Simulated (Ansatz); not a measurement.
CuO (Tenorite):

```xyz
4
Lattice="2.3447 -1.7134 0.0000 2.3447 1.7134 0.0000 -0.8606 0.0000 5.0594" Properties=species:S:1:pos:R:3 pbc="T T T"
Cu    0.7420   -0.8457    2.5297
Cu    1.1723    0.8457    0.0000
O     1.6421    0.2841    3.8133
O     2.0724   -0.2841    1.2836
```

Base run:

| Quantity | Value |
| --- | --- |
| Program | Ansatz 0.2.0 |
| Functional | PBEsol |
| Potentials or basis | Ansatz PAW |
| Cutoff | 420 eV |
| Density cutoff | 1680 eV |
| k mesh | 10 × 10 × 5 |
| Occupations | fermi-dirac, width 0.05 eV |
| Spin | no spin polarisation |
| Hubbard terms | Cu d U = 8 eV |

Its results: band gap on the k mesh none (metal or under the smearing width); pressure 1.8 GPa; largest force 0.832 eV/Å.

**Question.** The run is repeated on the same cell with these changes: hubbard terms from Cu d U = 8 eV to Cu d U = 2 eV. What comes out?

**Answer.** Band gap on the k mesh none (metal or under the smearing width); pressure -1.9 GPa; largest force 0.757 eV/Å.

Caveats: the run has no spin polarisation, though such a crystal can be magnetic; U without spin polarisation on a metal has little footing; the PAW data sets come from PBE, with cores solved anew for the run's functional, which leaves a small shift of forces and pressure.

Not every run made on this cell is shown here.
